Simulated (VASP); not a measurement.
FeO, 2 atoms in the cell. Symmetry: R-3m, No. 166, trigonal system. Conventional cell: a = 3.035 Å, b = 3.035 Å, c = 7.547 Å, α = 90.00°, β = 90.00°, γ = 120.00°. Around Fe (site symmetry -3m) lie 6 O at 2.16 Å. O (site symmetry -3m) has 6 Fe at 2.16 Å as nearest neighbours. 

| Quantity | Value |
| --- | --- |
| Program | VASP 6.6.1 |
| Task | single point |
| Functional | r2SCAN |
| Potentials or basis | VASP PAW PBE potentials, release 64 (Fe, O) |
| Cutoff | 520 eV |
| k mesh | 8 × 8 × 8 |
| Occupations | gaussian, width 0.05 eV |
| Spin | collinear spin, ferromagnetic start |
| Starting moments | [3.0, 0.0] μB |
| Fixed moment | 4 μB |
| Hubbard terms | Fe d U = 2 eV |
| Further INCAR settings | ALGO = Normal; EDIFF = 1e-06 |

Potentials or basis: VASP PAW PBE potentials, release 64 (Fe, O).

The run is started by

```sh
$ cat potpaw_PBE.64/Fe/POTCAR potpaw_PBE.64/O/POTCAR > POTCAR
$ mpirun -np 1 vasp_std > vasp.out
```

Hardware: 1 thread of Intel(R) Xeon(R) 6975P-C (Granite Rapids), on a shared host.

Task: How long does it take, and how much memory?

Result: Run time: 53 s on 1 thread of Intel(R) Xeon(R) 6975P-C (Granite Rapids), with other jobs on the host, peak memory 0.18 GiB. Counts: scf iterations 19, k points 65.
